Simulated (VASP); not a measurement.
# BiS (Pm-3m) in VASP: notebook

Aim: see how the results for BiS move with the level of theory and the settings. Levels: PBE, RPBE. Tasks: relaxation of cell and atoms, relaxation of the atoms.

Program: VASP 6.6.1. These are calculated values, not measurements. Logs are shortened: lines on timing, memory, paths and dates and some standing lists are left out, and cuts for length are marked.

## 1. The crystal as given

Symmetry: Pm-3m, No. 221, cubic system. Conventional cell: a = 4.003 Å, b = 4.003 Å, c = 4.003 Å, α = 90.00°, β = 90.00°, γ = 90.00°. Around Bi (site symmetry m-3m) lie 8 S at 3.47 Å. S (site symmetry m-3m) has 8 Bi at 3.47 Å as nearest neighbours.

The cell was built by a generator and needn't be a form met in nature.

## 2. Relaxation of cell and atoms, PBE

INCAR reads:

```
PREC = Accurate
ENCUT = 600
EDIFF = 1E-7
ISMEAR = 0
SIGMA = 0.05
LREAL = False
LASPH = True
NELM = 80
ALGO = Normal
ISIF = 3
LWAVE = False
LCHARG = False
GGA = PE
IBRION = 2
NSW = 40
EDIFFG = -0.005
```

KPOINTS reads:

```
Automatic mesh
0
Gamma
  7 7 7
```

POSCAR reads:

```
BiS
1.0
    4.0029443400      0.0000000000      0.0000000000
    0.0000000000      4.0029443400      0.0000000000
    0.0000000000      0.0000000000      4.0029443400
Bi S
1 1
Direct
    0.5000000000      0.5000000000      0.5000000000
    0.0000000000      0.0000000000      0.0000000000
```

Potentials or basis: VASP PAW PBE potentials, release 64 (Bi_d, S).

The run is started by

```
cat potpaw_PBE.64/Bi_d/POTCAR potpaw_PBE.64/S/POTCAR > POTCAR
mpirun -np 1 vasp_std > vasp.out
```

OUTCAR:

```text
PREC = Accurate
   ENCUT = 600
   EDIFF = 1E-7
   ISMEAR = 0
   LREAL = False
   LASPH = True
   NELM = 80
   ISIF = 3
   GGA = PE
   IBRION = 2
   NSW = 40
   EDIFFG = -0.005

 ion  position               nearest neighbor table
   1  0.500  0.500  0.500-
   2  0.000  0.000  0.000-

  LATTYP: Found a simple cubic cell.
 ALAT       =     4.0029443400

  Lattice vectors:

 A1 = (   4.0029443400,   0.0000000000,   0.0000000000)
 A2 = (   0.0000000000,   4.0029443400,   0.0000000000)
 A3 = (   0.0000000000,   0.0000000000,   4.0029443400)

Analysis of symmetry for initial positions (statically):
=====================================================================
 Subroutine PRICEL returns:
 Original cell was already a primitive cell.

 Routine SETGRP: Setting up the symmetry group for a
 simple cubic supercell.

 Subroutine GETGRP returns: Found 48 space group operations
 (whereof 48 operations were pure point group operations)
 out of a pool of 48 trial point group operations.

The static configuration has the point symmetry O_h .

Analysis of symmetry for dynamics (positions and initial velocities):
=====================================================================
 Subroutine PRICEL returns:
 Original cell was already a primitive cell.

 Routine SETGRP: Setting up the symmetry group for a
 simple cubic supercell.

 Subroutine GETGRP returns: Found 48 space group operations
 (whereof 48 operations were pure point group operations)
 out of a pool of 48 trial point group operations.

The dynamic configuration has the point symmetry O_h .

 Subroutine INISYM returns: Found 48 space group operations
 (whereof 48 operations are pure point group operations),
 and found     1 'primitive' translations

----------------------------------------------------------------------------------------

                                     Primitive cell

  volume of cell :      64.1414

  direct lattice vectors                    reciprocal lattice vectors
     4.002944340  0.000000000  0.000000000     0.249816114  0.000000000  0.000000000
     0.000000000  4.002944340  0.000000000     0.000000000  0.249816114  0.000000000
     0.000000000  0.000000000  4.002944340     0.000000000  0.000000000  0.249816114

  length of vectors
     4.002944340  4.002944340  4.002944340     0.249816114  0.249816114  0.249816114

  position of ions in fractional coordinates (direct lattice)
     0.500000000  0.500000000  0.500000000
     0.000000000  0.000000000  0.000000000

  ion indices of the primitive-cell ions
   primitive index   ion index
                 1           1
                 2           2

----------------------------------------------------------------------------------------

 KPOINTS: Automatic mesh

Automatic generation of k-mesh.
 Grid dimensions read from file:
 generate k-points for:    7    7    7

 Generating k-lattice:

  Cartesian coordinates                     Fractional coordinates (reciprocal lattice)
     0.035688016  0.000000000  0.000000000     0.142857143  0.000000000  0.000000000
     0.000000000  0.035688016  0.000000000     0.000000000  0.142857143  0.000000000
     0.000000000  0.000000000  0.035688016     0.000000000  0.000000000  0.142857143

  Length of vectors
     0.035688016  0.035688016  0.035688016

  Shift w.r.t. Gamma in fractional coordinates (k-lattice)
     0.000000000  0.000000000  0.000000000

 Subroutine IBZKPT returns following result:
 ===========================================

 Found     20 irreducible k-points:

 Following reciprocal coordinates:
            Coordinates               Weight
  0.000000  0.000000  0.000000      1.000000
  0.142857  0.000000  0.000000      6.000000
  0.285714  0.000000  0.000000      6.000000
  0.428571  0.000000  0.000000      6.000000
  0.142857  0.142857  0.000000     12.000000
  0.285714  0.142857  0.000000     24.000000
[... 12 lines left out ...]
  0.428571  0.428571  0.285714     24.000000
  0.428571  0.428571  0.428571      8.000000
   k-points           NKPTS =     20   k-points in BZ     NKDIM =     20   number of bands    NBANDS=     14
   number of dos      NEDOS =    301   number of ions     NIONS =      2
   total plane-waves  NPLWV =  32768
   dimension x,y,z NGX =    32 NGY =   32 NGZ =   32
   dimension x,y,z NGXF=    64 NGYF=   64 NGZF=   64
   ions per type =               1   1
   NGX,Y,Z   is equivalent  to a cutoff of  13.29, 13.29, 13.29 a.u.
   NGXF,Y,Z  is equivalent  to a cutoff of  26.58, 26.58, 26.58 a.u.
 SYSTEM =  unknown system
   PREC   = accura    normal or accurate (medium, high low for compatibility)
   ISTART =      0    job   : 0-new  1-cont  2-samecut
   ICHARG =      2    charge: 1-file 2-atom 10-const
   ISPIN  =      1    spin polarized calculation?
   LNONCOLLINEAR =      F non collinear calculations
   LSORBIT =      F    spin-orbit coupling
   LASPH  =      T    aspherical Exc in radial PAW
   ENCUT  =  600.0 eV  44.10 Ry    6.64 a.u.   7.99  7.99  7.99*2*pi/ulx,y,z
   NELM   =     80;   NELMIN=  2; NELMDL= -5     # of ELM steps
   EDIFF  = 0.1E-06   stopping-criterion for ELM
   LREAL  =      F    real-space projection
   EDIFFG = -.5E-02   stopping-criterion for IOM
   NSW    =     40    number of steps for IOM
   IBRION =      2    ionic relax: 0-MD 1-quasi-New 2-CG
   NFREE  =      1    steps in history (QN), initial steepest desc. (CG)
   ISIF   =      3    stress and relaxation
   ISYM   =      2    0-nonsym 1-usesym 2-fastsym
   POTIM  = 0.5000    time-step for ionic-motion
   TEBEG  =    0.0;   TEEND  =   0.0 temperature during run
   PSTRESS=    0.0 pullay stress
   NELECT =      21.0000    total number of electrons
   NUPDOWN=      -1.0000    fix difference up-down
   EMIN   =  10.00;   EMAX   =-10.00  energy-range for DOS
   EFERMI =   0.00;   METHOD = LEGACY
   ISMEAR =     0;   SIGMA  =   0.05  broadening in eV -4-tet -1-fermi 0-gaus
   EFERMI_NEDOS =   21; number of points for ismear=-14 and -15
   IALGO  =     38    algorithm
   IMIX   =      4    mixing-type and parameters
     AMIX     =   0.40;   BMIX     =  1.00
     AMIX_MAG =   1.60;   BMIX_MAG =  1.00
  volume/ion in A,a.u.               =      32.07       216.42
  Fermi-wavevector in a.u.,A,eV,Ry     =   1.128327  2.132229 17.321879  1.273122
  Thomas-Fermi vector in A             =   2.265017
   LORBIT       =      0    0 simple, 1 ext, 2 COOP (PROOUT), +10 PAW based schemes
   GGA     = PE    functional components
   LHFCALC =     F    Hartree Fock is set to
   AEXX    =    0.0000 exact exchange contribution
   IVDW    =     0    specifies the selected vdW correction
   LEPSILON=     F    determine dielectric tensor
   LRPA    =     F    only Hartree local field effects (RPA)
 conjugate gradient relaxation of ions
 non-spin polarized calculation
 Gauss-broadening in eV      SIGMA  =   0.05
  energy-cutoff  :      600.00
  volume of cell :       64.14
 maximum number of plane-waves:      2170
 NGX is ok and might be reduce to    32
   NGX = 15   NGY = 15   NGZ = 15

--------------------------------------- Ionic step        1  -------------------------------------------

 number of electron      21.0000006 magnetization

 Free energy of the ion-electron system (eV)
  ---------------------------------------------------
  ext. energy  EPLUGINS =         0.00000000
  ---------------------------------------------------
  free energy    TOTEN  =        -7.10375767 eV

  energy without entropy =       -7.10230087  energy(sigma->0) =       -7.10302927

 E-fermi :   4.5373     XC(G=0):  -9.1264

 val. band max:        4.4554939725   @ k =   0.2857   0.0000   0.0000
 cond. band min:       4.5816449669   @ k =   0.2857   0.1429   0.1429
 fundamental gap:      0.1261509944
 Fermi energy:         4.5372586007

 k-point     1 :       0.0000    0.0000    0.0000
  band No.  band energies     occupation
      1     -19.2679      2.00000
      2     -19.2679      2.00000
      3     -19.2231      2.00000
      4     -19.2231      2.00000
      5     -19.2231      2.00000
      6      -8.5927      2.00000
      7      -5.5507      2.00000
      8       2.3044      2.00000
      9       2.3044      2.00000
     10       2.3044      2.00000
     11       6.9935      0.00000
     12       6.9935      0.00000
     13       6.9935      0.00000
     14       8.9877      0.00000

 k-point     2 :       0.1429    0.0000    0.0000
  band No.  band energies     occupation
      1     -19.2677      2.00000
      2     -19.2620      2.00000
      3     -19.2247      2.00000
      4     -19.2247      2.00000
      5     -19.2230      2.00000
      6      -8.4635      2.00000
      7      -5.6843      2.00000
      8       2.1541      2.00000
      9       2.4313      2.00000
     10       2.4313      2.00000
[... 402 lines left out ...]
 POSITION                                       TOTAL-FORCE (eV/Angst)
 -----------------------------------------------------------------------------------
      1.79874      1.79874      1.79874         0.000000      0.000000      0.000000
      0.00000      0.00000      0.00000        -0.000000      0.000000      0.000000
 -----------------------------------------------------------------------------------
    total drift:                                0.000000      0.000000     -0.000000

  FREE ENERGIE OF THE ION-ELECTRON SYSTEM (eV)
  ---------------------------------------------------
  free  energy   TOTEN  =        -7.9202260067 eV

  energy  without entropy=       -7.9163907133  energy(sigma->0) =       -7.91830836

[... ionic steps 4 to 11 ...]

--------------------------------------- Ionic step       12  -------------------------------------------

 number of electron      21.0000006 magnetization

------------------------ aborting loop because EDIFF is reached ----------------------------------------

  FORCE on cell =-STRESS in cart. coord.  units (eV):
  Direction    XX          YY          ZZ          XY          YZ          ZX
  --------------------------------------------------------------------------------------
  -------------------------------------------------------------------------------------
  Total       -0.0766855     -0.0766855     -0.0766855      0.0000000      0.0000000      0.0000000
  in kB       -2.6273168     -2.6273168     -2.6273168      0.0000000      0.0000000      0.0000000
  external PRESSURE =      -2.6273168 kB  Pullay stress =       0.0000000 kB

 VOLUME and BASIS-vectors are now :
 -----------------------------------------------------------------------------
  energy-cutoff  :      600.00
  volume of cell :       46.76
      direct lattice vectors                 reciprocal lattice vectors
     3.602774306 -0.000000000  0.000000000     0.277563876  0.000000000  0.000000000
    -0.000000000  3.602774306  0.000000000     0.000000000  0.277563876 -0.000000000
    -0.000000000  0.000000000  3.602774306    -0.000000000 -0.000000000  0.277563876
[... 37 lines left out ...]
 POSITION                                       TOTAL-FORCE (eV/Angst)
 -----------------------------------------------------------------------------------
      1.80057      1.80057      1.80057        -0.000000      0.000000      0.000000
      0.00000     -0.00000      0.00000         0.000000     -0.000000      0.000000
 -----------------------------------------------------------------------------------
    total drift:                                0.000000      0.000000     -0.000000

  FREE ENERGIE OF THE ION-ELECTRON SYSTEM (eV)
  ---------------------------------------------------
  free  energy   TOTEN  =        -7.9201723043 eV

  energy  without entropy=       -7.9164137277  energy(sigma->0) =       -7.91829302

--------------------------------------- Ionic step       14  -------------------------------------------

 number of electron      21.0000006 magnetization

 Free energy of the ion-electron system (eV)
  ---------------------------------------------------
  ext. energy  EPLUGINS =         0.00000000
  ---------------------------------------------------
  free energy    TOTEN  =        -7.92022964 eV

  energy without entropy =       -7.91640302  energy(sigma->0) =       -7.91831633

 E-fermi :   8.2893     XC(G=0): -10.5958

 val. band max:        8.2593386684   @ k =   0.2857   0.2857   0.0000
 cond. band min:       8.3133826342   @ k =   0.4286   0.2857   0.1429
 fundamental gap:      0.0540439658
 Fermi energy:         8.2892856273

 k-point     1 :       0.0000    0.0000    0.0000
  band No.  band energies     occupation
      1     -15.5730      2.00000
      2     -15.5730      2.00000
      3     -15.4428      2.00000
      4     -15.4428      2.00000
      5     -15.4428      2.00000
      6      -7.0131      2.00000
      7      -1.1909      2.00000
      8       5.0408      2.00000
      9       5.0408      2.00000
     10       5.0408      2.00000
     11      11.9848      0.00000
     12      11.9848      0.00000
     13      12.4714      0.00000
     14      12.4714      0.00000

 k-point     2 :       0.1429    0.0000    0.0000
  band No.  band energies     occupation
      1     -15.5721      2.00000
      2     -15.5536      2.00000
      3     -15.4490      2.00000
      4     -15.4490      2.00000
      5     -15.4423      2.00000
      6      -6.8086      2.00000
      7      -1.5434      2.00000
      8       4.9103      2.00000
      9       5.2284      2.00000
     10       5.2284      2.00000
[... 330 lines left out ...]
 POSITION                                       TOTAL-FORCE (eV/Angst)
 -----------------------------------------------------------------------------------
      1.79895      1.79895      1.79895        -0.000000      0.000000      0.000000
     -0.00000      3.59790      0.00000         0.000000     -0.000000      0.000000
 -----------------------------------------------------------------------------------
    total drift:                                0.000000      0.000000     -0.000000

  FREE ENERGIE OF THE ION-ELECTRON SYSTEM (eV)
  ---------------------------------------------------
  free  energy   TOTEN  =        -7.9202296416 eV

  energy  without entropy=       -7.9164030170  energy(sigma->0) =       -7.91831633

 reached required accuracy - stopping structural energy minimisation
```

It took 2.9 min on 1 thread of Intel Xeon Platinum 8259CL at 2.50GHz (Skylake/Cascade Lake), shared host; peak memory 0.2 GiB.

What came out:

```yaml
Free_energy: -7.9202 eV
Relaxed_volume: 23.29 Å³/atom
Relaxed_cell: a = 3.598 Å, b = 3.598 Å, c = 3.598 Å, α = 90.00°, β = 90.00°, γ = 90.00°
Space_group_after_relaxing_to_0.05_Å: Pm-3m (No. 221)
Energy_gained_by_relaxing: 408.2 meV/atom
Ionic_steps: 14
Pressure_after_relaxing: 0.0 GPa
Band_gap_on_the_k_mesh: none (metal or under the smearing width)
```

The path:
```csv
step,energy change (eV),largest force (eV/Å),pressure (GPa),volume (Å³)
1,0.0000,0.0000,-10.92,64.14
2,-0.8142,0.0000,1.08,45.91
3,-0.8165,0.0000,0.05,46.56
4,-0.8161,0.0000,-0.43,46.87
5,-0.8161,0.0000,-0.41,46.86
6,-0.8162,0.0000,-0.36,46.83
7,-0.8162,0.0000,-0.36,46.83
8,-0.8162,0.0000,-0.36,46.82
9,-0.8162,0.0000,-0.35,46.82
10,-0.8162,0.0000,-0.34,46.81
11,-0.8163,0.0000,-0.31,46.80
12,-0.8163,0.0000,-0.26,46.76
13,-0.8164,0.0000,-0.17,46.70
14,-0.8165,0.0000,0.03,46.57
```

Final structure:
```
Bi S
1.0
     3.59790    0.00000    0.00000
     0.00000    3.59790    0.00000
     0.00000    0.00000    3.59790
Bi S
1 1
Cartesian
  1.7989 1.7989 1.7989
  0.0000 3.5979 0.0000
```

Caveat: the volume moved by over 15 % at a fixed basis, so the end points are rough; spin-orbit coupling is left out, which moves the levels of the heavy elements.

## 3. Relaxation of the atoms, RPBE

INCAR reads:

```
PREC     = Accurate       # precision mode
ENCUT    = 520            # plane-wave cutoff, eV
EDIFF    = 1E-6           # SCF threshold, eV
ISMEAR   = 0              # smearing method
SIGMA    = 0.05           # smearing width, eV
LREAL    = F              # projectors in reciprocal space
LASPH    = T              # aspherical terms in the spheres
NELM     = 60             # most SCF steps
ALGO     = Fast           # electronic algorithm
ISIF     = 2              # what is computed and relaxed
LWAVE    = F              # write WAVECAR
LCHARG   = F              # write CHGCAR
GGA      = RP             # functional
IBRION   = 2              # ionic algorithm
NSW      = 40             # ionic steps
EDIFFG   = -0.02          # ionic threshold
```

KPOINTS is that of step 2.

POSCAR is that of step 2.

Potentials or basis: VASP PAW PBE potentials, release 64 (Bi_d, S).

The run is started by

```
cat potpaw_PBE.64/Bi_d/POTCAR potpaw_PBE.64/S/POTCAR > POTCAR
mpirun -np 1 vasp_std > vasp.out
```

It took 18 s on 1 thread of Intel Xeon Platinum 8259CL at 2.50GHz (Skylake/Cascade Lake), shared host; peak memory 0.16 GiB.

Results (log left out):

```yaml
Free_energy: -6.4898 eV
Pressure_after_relaxing: -9.7 GPa
Band_gap_on_the_k_mesh: none (metal or under the smearing width)
```

Final structure:
```cif
data_structure
_symmetry_space_group_name_H-M 'P 1'
_symmetry_Int_Tables_number 1
_cell_length_a 4.0029
_cell_length_b 4.0029
_cell_length_c 4.0029
_cell_angle_alpha 90.000
_cell_angle_beta 90.000
_cell_angle_gamma 90.000
_cell_volume 64.14
loop_
_atom_site_label
_atom_site_type_symbol
_atom_site_fract_x
_atom_site_fract_y
_atom_site_fract_z
_atom_site_occupancy
Bi1 Bi 0.50000 0.50000 0.50000 1
S1 S 0.00000 0.00000 0.00000 1
```

Levels at points of the mesh, in eV from the Fermi level:
| k point | band 6 | band 7 | band 8 | band 9 | band 10 | band 11 | band 12 | band 13 | band 14 |
| --- | --- | --- | --- | --- | --- | --- | --- | --- | --- |
| (0.00, 0.00, 0.00) | -13.15 | -10.11 | -2.25 | -2.25 | -2.25 | 2.45 | 2.45 | 2.45 | 4.47 |

Caveat: the relaxation stopped at its first step, so nothing moved; the PAW data sets were made with another functional, which shifts forces and pressure a little; spin-orbit coupling is left out, which moves the levels of the heavy elements.

## 4. The reference run

An earlier run on the cell as given: functional PBE; potentials or basis VASP PAW PBE potentials, release 64 (Bi_d, S); cutoff 520 eV; k mesh 7 × 7 × 7; occupations fermi-dirac, width 0.05 eV; no spin polarisation.

- Pressure: -11.0 GPa
- Band gap on the k mesh: none (metal or under the smearing width)

## 5. The runs side by side

| task | level | cell | cutoff (eV) | smearing | gap on the mesh (eV) | pressure (GPa) |
| --- | --- | --- | --- | --- | --- | --- |
| relaxation of cell and atoms | PBE | relaxed | 600 | gaussian 0.05 eV | none | 0.0 |
| relaxation of the atoms | RPBE | atoms relaxed | 520 | gaussian 0.05 eV | none | -9.7 |
| single point | PBE | as given | 520 | fermi-dirac 0.05 eV | none | -11.0 |

Alike in all rows: potentials or basis VASP PAW PBE potentials, release 64 (Bi_d, S); no spin polarisation; k mesh 7 × 7 × 7.

Caveats: spin-orbit coupling is left out, which moves the levels of the heavy elements; the volume moved by over 15 % at a fixed basis, so the end points are rough (some runs); the relaxation stopped at its first step, so nothing moved (some runs); the PAW data sets were made with another functional, which shifts forces and pressure a little (some runs).

Absolute energies hang on the potentials; compare differences alone.
